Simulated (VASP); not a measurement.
# BaTiO3 (Pm-3m) in VASP: further runs, part 2 of 3

VASP 6.6.1.

### Step 4. Dielectric tensor, PBEsol

The input, INCAR:

```
SYSTEM = BaTiO3
PREC = Accurate
ENCUT = 400
EDIFF = 1E-4
ISMEAR = 0
SIGMA = 0.01
LREAL = .FALSE.
LASPH = .TRUE.
NELM = 100
ALGO = Normal
ISIF = 2
LWAVE = .FALSE.
LCHARG = .FALSE.
GGA = PS
LEPSILON = .TRUE.
```

The input, KPOINTS:

```
Automatic mesh
0
G
  7 7 7
  0 0 0
```

The input, POSCAR:

```
BaTiO3
1.0
    4.0060000000      0.0000000000      0.0000000000
    0.0000000000      4.0060000000      0.0000000000
    0.0000000000      0.0000000000      4.0060000000
Ba Ti O
1 1 3
Direct
    0.5000000000      0.5000000000      0.5000000000
    0.0000000000      0.0000000000      0.0000000000
    0.0000000000      0.0000000000      0.5000000000
    0.0000000000      0.5000000000      0.0000000000
    0.5000000000      0.0000000000      0.0000000000
```

Potentials or basis: VASP PAW PBE potentials, release 64 (Ba_sv, Ti_sv, O).

The run is started by

```
cat potpaw_PBE.64/Ba_sv/POTCAR potpaw_PBE.64/Ti_sv/POTCAR potpaw_PBE.64/O/POTCAR > POTCAR
mpirun -np 1 vasp_std > vasp.out
```

OUTCAR:

```text
SYSTEM = BaTiO3
   PREC = Accurate
   ENCUT = 400
   EDIFF = 1E-4
   ISMEAR = 0
   LREAL = .FALSE.
   LASPH = .TRUE.
   NELM = 100
   ISIF = 2
   GGA = PS
   LEPSILON = .TRUE.

 Found     20 irreducible k-points:

 Following reciprocal coordinates:
            Coordinates               Weight
  0.000000  0.000000  0.000000      1.000000
  0.142857  0.000000  0.000000      6.000000
  0.285714  0.000000  0.000000      6.000000
  0.428571  0.000000  0.000000      6.000000
  0.142857  0.142857  0.000000     12.000000
  0.285714  0.142857  0.000000     24.000000
   k-points           NKPTS =     20   k-points in BZ     NKDIM =     20   number of bands    NBANDS=     24
   number of dos      NEDOS =    301   number of ions     NIONS =      5
   total plane-waves  NPLWV =  21952
   dimension x,y,z NGX =    28 NGY =   28 NGZ =   28
[... 311 lines left out ...]
 ------------------------------------------------------

 PIEZOELECTRIC TENSOR (including local field effects)  for field in x, y, z        (e  Angst)
          XX          YY          ZZ          XY          YZ          ZX
  --------------------------------------------------------------------------------
  x     0.00000     0.00000     0.00000     0.00000     0.00000     0.00000
  y     0.00000     0.00000     0.00000     0.00000     0.00000     0.00000
  z     0.00000     0.00000     0.00000     0.00000     0.00000     0.00000

 PIEZOELECTRIC TENSOR (including local field effects)  for field in x, y, z        (C/m^2)
          XX          YY          ZZ          XY          YZ          ZX
  --------------------------------------------------------------------------------
  x     0.00000     0.00000     0.00000     0.00000     0.00000     0.00000
  y     0.00000     0.00000     0.00000     0.00000     0.00000     0.00000
  z     0.00000     0.00000     0.00000     0.00000     0.00000     0.00000

 BORN EFFECTIVE CHARGES (including local field effects) (in |e|, cummulative output)
 ---------------------------------------------------------------------------------
 ion    1
    1     2.73419     0.00000     0.00000
    2     0.00000     2.73419     0.00000
    3     0.00000    -0.00000     2.73419
 ion    2
    1     7.42288    -0.00000     0.00000
    2    -0.00000     7.42288     0.00000
    3    -0.00000    -0.00000     7.42288
 ion    3
    1    -2.13845     0.00000     0.00000
    2     0.00000    -2.13845     0.00000
    3    -0.00000    -0.00000    -5.88017
 ion    4
    1    -2.13845    -0.00000     0.00000
    2    -0.00000    -5.88017     0.00000
    3     0.00000    -0.00000    -2.13845
 ion    5
    1    -5.88017     0.00000    -0.00000
    2    -0.00000    -2.13845    -0.00000
    3     0.00000     0.00000    -2.13845
```

stdout:

```text
POSCAR found type information on POSCAR BaTiO
 POSCAR found :  3 types and       5 ions
 scaLAPACK will be used
 -----------------------------------------------------------------------------
|                                                                             |
[... 28 lines left out ...]
 dielectric tensor                  component  3 :    -0.522    -0.778     9.344
 Linear response to external field, progress :
  Direction:   1
 dielectric tensor                  component  1 :     6.821    -0.891    -0.765
 Linear response to external field, progress :
  Direction:   2
 dielectric tensor                  component  2 :    -0.890     6.821    -0.765
 Linear response to external field, progress :
  Direction:   3
 dielectric tensor                  component  3 :    -0.656    -0.999     6.821
 Born effective charges drift removed
```

It took 3.9 min on 1 thread of Intel Xeon Platinum 8375C at 2.90GHz (Ice Lake), shared host; peak memory 0.25 GiB.

The run converged, but some of its settings lie outside the range that counts as converged, so its numbers aren't taken as properties of the crystal.

Results:

```yaml
Band_gap_on_the_k_mesh: 1.76 eV, indirect (least direct gap 1.84 eV)
Electronic_dielectric_tensor_diagonal: 6.82
Born_charges_mean_of_the_diagonal: Ba +2.73; Ti +7.42; O -3.39 e
```

Caveat: spin-orbit coupling is left out, which moves the levels of the heavy elements; an odd mesh through Γ misses points on the zone boundary, where band edges often lie.

### Step 5. Dielectric tensor, PBEsol

Changes to INCAR since step 4:

```diff
@@ -1,5 +1,5 @@
 SYSTEM = BaTiO3
-PREC = Accurate
+PREC = Normal
 ENCUT = 400
-EDIFF = 1E-4
+EDIFF = 1E-8
 ISMEAR = 0
```

KPOINTS is that of step 4.

POSCAR is that of step 4.

Potentials or basis: VASP PAW PBE potentials, release 64 (Ba_sv, Ti_sv, O).

The run is started by

```
cat potpaw_PBE.64/Ba_sv/POTCAR potpaw_PBE.64/Ti_sv/POTCAR potpaw_PBE.64/O/POTCAR > POTCAR
mpirun -np 1 vasp_std > vasp.out
```

OUTCAR:

```text
SYSTEM = BaTiO3
   PREC = Normal
   ENCUT = 400
   EDIFF = 1E-8
   ISMEAR = 0
   LREAL = .FALSE.
   LASPH = .TRUE.
   NELM = 100
   ISIF = 2
   GGA = PS
   LEPSILON = .TRUE.

 Found     20 irreducible k-points:

 Following reciprocal coordinates:
            Coordinates               Weight
  0.000000  0.000000  0.000000      1.000000
  0.142857  0.000000  0.000000      6.000000
  0.285714  0.000000  0.000000      6.000000
  0.428571  0.000000  0.000000      6.000000
  0.142857  0.142857  0.000000     12.000000
  0.285714  0.142857  0.000000     24.000000
   k-points           NKPTS =     20   k-points in BZ     NKDIM =     20   number of bands    NBANDS=     24
[... 311 lines left out ...]
           0.000000     6.825006    -0.000000
           0.000000     0.000000     6.825006
 ------------------------------------------------------

 PIEZOELECTRIC TENSOR (including local field effects)  for field in x, y, z        (e  Angst)
          XX          YY          ZZ          XY          YZ          ZX
  --------------------------------------------------------------------------------
  x     0.00000     0.00000     0.00000     0.00000     0.00000     0.00000
  y     0.00000     0.00000     0.00000     0.00000     0.00000     0.00000
  z     0.00000     0.00000     0.00000     0.00000     0.00000     0.00000

 PIEZOELECTRIC TENSOR (including local field effects)  for field in x, y, z        (C/m^2)
          XX          YY          ZZ          XY          YZ          ZX
  --------------------------------------------------------------------------------
  x     0.00000     0.00000     0.00000     0.00000     0.00000     0.00000
  y     0.00000     0.00000     0.00000     0.00000     0.00000     0.00000
  z     0.00000     0.00000     0.00000     0.00000     0.00000     0.00000

 BORN EFFECTIVE CHARGES (including local field effects) (in |e|, cummulative output)
 ---------------------------------------------------------------------------------
 ion    1
    1     2.73669     0.00000    -0.00000
    2     0.00000     2.73669    -0.00000
    3    -0.00000    -0.00000     2.73669
 ion    2
    1     7.42768    -0.00000     0.00000
    2    -0.00000     7.42768     0.00000
    3     0.00000     0.00000     7.42768
 ion    3
    1    -2.13901     0.00000     0.00000
    2    -0.00000    -2.13901    -0.00000
    3    -0.00000    -0.00000    -5.88635
 ion    4
    1    -2.13901    -0.00000    -0.00000
    2    -0.00000    -5.88635    -0.00000
    3    -0.00000     0.00000    -2.13901
 ion    5
    1    -5.88635    -0.00000    -0.00000
    2     0.00000    -2.13901    -0.00000
    3     0.00000    -0.00000    -2.13901
```

stdout:

```text
POSCAR found type information on POSCAR BaTiO
 POSCAR found :  3 types and       5 ions
 scaLAPACK will be used
 -----------------------------------------------------------------------------
|                                                                             |
[... 28 lines left out ...]
 dielectric tensor                  component  3 :    -0.522    -0.779     9.345
 Linear response to external field, progress :
  Direction:   1
 dielectric tensor                  component  1 :     6.825    -0.892    -0.765
 Linear response to external field, progress :
  Direction:   2
 dielectric tensor                  component  2 :    -0.892     6.825    -0.765
 Linear response to external field, progress :
  Direction:   3
 dielectric tensor                  component  3 :    -0.657    -1.000     6.825
 Born effective charges drift removed
```

It took 5 min on 1 thread of Intel Xeon Platinum 8375C at 2.90GHz (Ice Lake), shared host; peak memory 0.23 GiB.

These settings aren't checked as converged: the numbers below hold their error.

What came out:

```
Band gap on the k mesh                  : 1.76 eV, indirect (least direct gap 1.84 eV)
Electronic dielectric tensor (diagonal) : 6.83
Born charges (mean of the diagonal)     : Ba +2.74; Ti +7.43; O -3.39 e
```

Caveat: spin-orbit coupling is left out, which moves the levels of the heavy elements; an odd mesh through Γ misses points on the zone boundary, where band edges often lie.

### Step 6. Dielectric tensor, PBEsol

Changes to INCAR since step 5:

```diff
@@ -1,4 +1,4 @@
 SYSTEM = BaTiO3
-PREC = Normal
-ENCUT = 400
+PREC = Accurate
+ENCUT = 460
 EDIFF = 1E-8
```

KPOINTS is that of step 5.

POSCAR is that of step 5.

Potentials or basis: VASP PAW PBE potentials, release 64 (Ba_sv, Ti_sv, O).

The run is started by

```
cat potpaw_PBE.64/Ba_sv/POTCAR potpaw_PBE.64/Ti_sv/POTCAR potpaw_PBE.64/O/POTCAR > POTCAR
mpirun -np 1 vasp_std > vasp.out
```

OUTCAR:

```text
SYSTEM = BaTiO3
   PREC = Accurate
   ENCUT = 460
   EDIFF = 1E-8
   ISMEAR = 0
   LREAL = .FALSE.
   LASPH = .TRUE.
   NELM = 100
   ISIF = 2
   GGA = PS
   LEPSILON = .TRUE.

 Found     20 irreducible k-points:

 Following reciprocal coordinates:
            Coordinates               Weight
  0.000000  0.000000  0.000000      1.000000
  0.142857  0.000000  0.000000      6.000000
  0.285714  0.000000  0.000000      6.000000
  0.428571  0.000000  0.000000      6.000000
  0.142857  0.142857  0.000000     12.000000
  0.285714  0.142857  0.000000     24.000000
   k-points           NKPTS =     20   k-points in BZ     NKDIM =     20   number of bands    NBANDS=     24
   number of dos      NEDOS =    301   number of ions     NIONS =      5
   total plane-waves  NPLWV =  21952
   dimension x,y,z NGX =    28 NGY =   28 NGZ =   28
   dimension x,y,z NGXF=    56 NGYF=   56 NGZF=   56
   ions per type =               1   1   3
   NGX,Y,Z   is equivalent  to a cutoff of  11.62, 11.62, 11.62 a.u.
   NGXF,Y,Z  is equivalent  to a cutoff of  23.24, 23.24, 23.24 a.u.
 SYSTEM =  BaTiO3
   PREC   = accura    normal or accurate (medium, high low for compatibility)
   ISTART =      0    job   : 0-new  1-cont  2-samecut
   ICHARG =      2    charge: 1-file 2-atom 10-const
   ISPIN  =      1    spin polarized calculation?
   LNONCOLLINEAR =      F non collinear calculations
   LSORBIT =      F    spin-orbit coupling
[... 284 lines left out ...]
     0.00888  0.00000  0.00000           ( -0.00003  0.00000 -0.00000)
     0.00000  0.00888 -0.00000           (  0.00000 -0.00003  0.00000)
     0.00000 -0.00000 -0.01566           ( -0.00000  0.00000  0.00039)

 PIEZOELECTRIC TENSOR FIELD DIRECTION 3  (C/m^2)
 -----------------------------------------------------------------------------
     0.00221  0.00000  0.00000
     0.00000  0.00221 -0.00000
     0.00000 -0.00000 -0.00390

 MACROSCOPIC STATIC DIELECTRIC TENSOR (including local field effects in DFT)
 ------------------------------------------------------
           6.845028    -0.000000    -0.000000
           0.000000     6.845028    -0.000000
           0.000000     0.000000     6.845028
 ------------------------------------------------------

 PIEZOELECTRIC TENSOR (including local field effects)  for field in x, y, z        (e  Angst)
          XX          YY          ZZ          XY          YZ          ZX
  --------------------------------------------------------------------------------
  x     0.00000     0.00000     0.00000     0.00000     0.00000     0.00000
  y     0.00000     0.00000     0.00000     0.00000     0.00000     0.00000
  z     0.00000     0.00000     0.00000     0.00000     0.00000     0.00000

 PIEZOELECTRIC TENSOR (including local field effects)  for field in x, y, z        (C/m^2)
          XX          YY          ZZ          XY          YZ          ZX
  --------------------------------------------------------------------------------
  x     0.00000     0.00000     0.00000     0.00000     0.00000     0.00000
  y     0.00000     0.00000     0.00000     0.00000     0.00000     0.00000
  z     0.00000     0.00000     0.00000     0.00000     0.00000     0.00000

 BORN EFFECTIVE CHARGES (including local field effects) (in |e|, cummulative output)
 ---------------------------------------------------------------------------------
 ion    1
    1     2.74145     0.00000     0.00000
    2     0.00000     2.74145    -0.00000
    3    -0.00000     0.00000     2.74145
 ion    2
    1     7.43821     0.00000     0.00000
    2    -0.00000     7.43821    -0.00000
    3    -0.00000    -0.00000     7.43821
 ion    3
    1    -2.14291    -0.00000     0.00000
    2    -0.00000    -2.14291     0.00000
    3    -0.00000    -0.00000    -5.89384
 ion    4
    1    -2.14291    -0.00000     0.00000
    2    -0.00000    -5.89384    -0.00000
    3     0.00000    -0.00000    -2.14291
 ion    5
    1    -5.89384     0.00000     0.00000
    2    -0.00000    -2.14291     0.00000
    3     0.00000    -0.00000    -2.14291
```

OSZICAR:

```text
N       E                     dE             d eps       ncg     rms          rms(c)
DAV:   1     0.419434979358E+03    0.41943E+03   -0.19520E+04   960   0.162E+03
[... 13 lines left out ...]
RMM:  26    -0.109069756338E+01    0.70570E-05    0.19622E-07  3528   0.311E-04    0.755E-05
RMM:  27    -0.109069679388E+01    0.76950E-06    0.49402E-08  1427   0.130E-04    0.984E-05
RMM:  28    -0.109069856932E+01   -0.17754E-05   -0.24091E-07  1264   0.113E-04    0.553E-05
RMM:  29    -0.109069941463E+01   -0.84530E-06   -0.23016E-07  1538   0.108E-04    0.299E-05
RMM:  30    -0.109069940573E+01    0.88934E-08   -0.38761E-07   809   0.849E-05    0.296E-05
RMM:  31    -0.109069994624E+01   -0.54051E-06   -0.15997E-07  1272   0.913E-05    0.119E-05
RMM:  32    -0.109070020363E+01   -0.25739E-06   -0.37252E-07  1063   0.826E-05    0.383E-06
```

It took 8.5 min on 1 thread of Intel Xeon Platinum 8375C at 2.90GHz (Ice Lake), shared host; peak memory 0.27 GiB.

These settings aren't checked as converged: the numbers below hold their error.

What came out:

```
Band gap on the k mesh                  : 1.76 eV, indirect (least direct gap 1.84 eV)
Electronic dielectric tensor (diagonal) : 6.85
Born charges (mean of the diagonal)     : Ba +2.74; Ti +7.44; O -3.39 e
```

Caveat: spin-orbit coupling is left out, which moves the levels of the heavy elements; an odd mesh through Γ misses points on the zone boundary, where band edges often lie.

[end of part 2 of 3]
